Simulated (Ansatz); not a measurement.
Here is an Ansatz 0.2.0 calculation.

The input input.yaml:

```yaml
crystal:
  lattice:
    - [3.9883, 0.0, 0.0]
    - [0.0, 3.9883, 0.0]
    - [0.0, 0.0, 3.9883]
  atoms:
    - { symbol: Ta, position: [0.0, 0.0, 0.0] }
    - { symbol: K, position: [0.5, 0.5, 0.5] }
    - { symbol: O, position: [0.0, 0.0, 0.5] }
    - { symbol: O, position: [0.0, 0.5, 0.0] }
    - { symbol: O, position: [0.5, 0.0, 0.0] }
hamiltonian:
  xc: r2scan
  pseudopotentials: { kind: paw }
kpoints:
  mp_grid: { grid: [7, 7, 7] }
scf:
  occupations: { method: fermi_dirac, width: 0.05 }
output:
  forces: true
  stress: true
  eigenvalues: true
relax:
  f_tol: 0.01
  max_steps: 40
  cell: { stress_tol: 0.05, p_target: 2.0 }
```

Potentials or basis: Ansatz PAW.

Run with:

```sh
$ ansatz run input.yaml --threads 2 --pin off --max-ram 5632MiB --backend cpu --events-out ev --progress --plain --runs-dir out
```

Predict the relaxed volume.

12.59 Å³/atom.

Predict the relaxed cell.

a = 3.978 Å, b = 3.978 Å, c = 3.978 Å, α = 90.00°, β = 90.00°, γ = 90.00°.

What does it give for the band gap on the k mesh?

2.71 eV, indirect (least direct gap 3.29 eV).

Estimate the space group after relaxing (to 0.05 Å).

Pm-3m (No. 221).

Step by step:
| step | energy change (eV) | largest force (eV/Å) | volume (Å³) |
| --- | --- | --- | --- |
| 1 | 0.0000 | 0.0000 | 63.44 |
| 2 | 0.0053 | 0.0000 | 62.80 |
| 3 | 0.0033 | 0.0000 | 62.94 |
| 4 | 0.0036 | 0.0000 | 62.94 |

Caveat: odd divisions of the mesh miss points on the zone boundary, where band edges often lie, so the gap on the mesh can be too wide; the plane-wave basis is chosen anew once the cell has moved, so the energies of steps on either side of that aren't comparable; spin-orbit coupling is left out, which moves the levels of the heavy elements; the PAW data sets come from PBE, with cores solved anew for the run's functional, which leaves a small shift of forces and pressure. r2SCAN opens gaps a little over a GGA but as a rule still falls short of measured ones.
